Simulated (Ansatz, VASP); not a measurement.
## Two plane-wave programs on Au

INCAR

```
PREC = Accurate
ENCUT = 550
EDIFF = 1E-6
ISMEAR = 0
SIGMA = 0.1
LREAL = F
LASPH = T
NELM = 60
ALGO = Fast
ISIF = 2
LWAVE = F
LCHARG = F
GGA = PE
```

The input KPOINTS:

```
Automatic mesh
0
Gamma
  11 11 6
```

Contents of POSCAR:

```
Au
1.0
    2.9000000000      0.0000000000      0.0000000000
   -1.4500000000      2.5114736710      0.0000000000
    0.0000000000      0.0000000000      4.8800000000
Au
2
Cartesian
    1.4500000001      0.8371578902      1.2200000000
   -0.0000000001      1.6743157808      3.6600000000
```

Contents of input.yaml:

```yaml
crystal:
  lattice:
    - [2.9, 0.0, 0.0]
    - [-1.45, 2.511473671, 0.0]
    - [0.0, 0.0, 4.88]
  atoms:
    - { symbol: Au, position: [0.6666666667, 0.3333333333, 0.25] }
    - { symbol: Au, position: [0.3333333333, 0.6666666667, 0.75] }
hamiltonian:
  xc: pbe
  pseudopotentials: { kind: paw }
kpoints:
  mp_grid: { grid: [11, 11, 6] }
scf:
  occupations: { method: gaussian, width: 0.1 }
output:
  forces: true
  stress: true
  eigenvalues: true
```

This isn't the form of Au at room conditions, which is fcc.

Alike in both runs: task single point; functional PBE; k mesh 11 × 11 × 6; occupations gaussian, width 0.1 eV; no spin polarisation.

```csv
,VASP,Ansatz
version,VASP 6.6.1,Ansatz 0.2.0
potentials or method,"VASP PAW PBE potentials, release 64 (Au_GW)",Ansatz PAW
plane-wave cutoff (eV),550,420
valence electrons in the cell,22,38
```

```csv
,VASP,Ansatz,Ansatz less VASP
gap on the k mesh at the Fermi level (eV),none,none,-
pressure (GPa),1.4,1.9,+0.44
largest component of the traceless stress (GPa),0.57,0.58,+0.016
```

A gap of «none» marks a metal or a gap that the smearing closes. The functional is the same, so the differences come from potentials, cutoffs and numerics. The two sets of potentials don't hold the same shells in valence.

Spin-orbit coupling is left out, which matters for the levels of Au.
